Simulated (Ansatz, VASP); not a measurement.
## Cl in VASP and in Ansatz

INCAR

```
PREC = Accurate
ENCUT = 520
EDIFF = 1E-7
ISMEAR = -1
SIGMA = 0.03
LREAL = False
LASPH = True
NELM = 100
ALGO = Normal
ISIF = 2
LWAVE = False
LCHARG = True
GGA = PE
LELF = True
LVHAR = True
NBANDS = 14
```

Contents of KPOINTS:

```
regular mesh
0
Gamma
  19 19 10
```

File POSCAR:

```
Cl
1.0
    3.6924405461      0.0000000000      0.0000000000
   -1.8462202730      3.1977473149      0.0000000000
    0.0000000000      0.0000000000      3.9502068522
Cl
2
Direct
    0.3333333333      0.6666666667      0.2500000000
    0.6666666667      0.3333333333      0.7500000000
```

Input for Ansatz:

```yaml
crystal:
  lattice:
    - [3.6924405461, 0.0, 0.0]
    - [-1.846220273, 3.1977473149, 0.0]
    - [0.0, 0.0, 3.9502068522]
  atoms:
    - { symbol: Cl, position: [0.3333333333, 0.6666666667, 0.25] }
    - { symbol: Cl, position: [0.6666666667, 0.3333333333, 0.75] }
kpoints:
  mp_grid: { grid: [19, 19, 10] }
scf:
  occupations: { method: fermi_dirac, width: 0.03 }
hamiltonian:
  xc: pbe
  pseudopotentials: { kind: all_electron, lapw: { basis_error: 0.001 } }
output:
  forces: true
  stress: true
  eigenvalues: true
```

Change from the starting cell: volume scaled by 1.02.

Alike in both runs: task single point; functional PBE; k mesh 19 × 19 × 10; occupations fermi-dirac, width 0.03 eV; no spin polarisation.

|  | VASP | Ansatz |
| --- | --- | --- |
| version | VASP 6.6.1 | Ansatz 0.2.0 |
| potentials or method | VASP PAW PBE potentials, release 64 (Cl) | all-electron LAPW, scalar-relativistic |
| plane-wave cutoff (eV) | 520 | see its input |

```csv
,VASP,Ansatz,Ansatz less VASP
pressure (GPa),-0.7,-0.6,+0.10
largest component of the traceless stress (GPa),0.25,0.25,0.000
```

Ansatz ran all-electron here, so the differences hold the error of VASP's frozen core and of both bases.
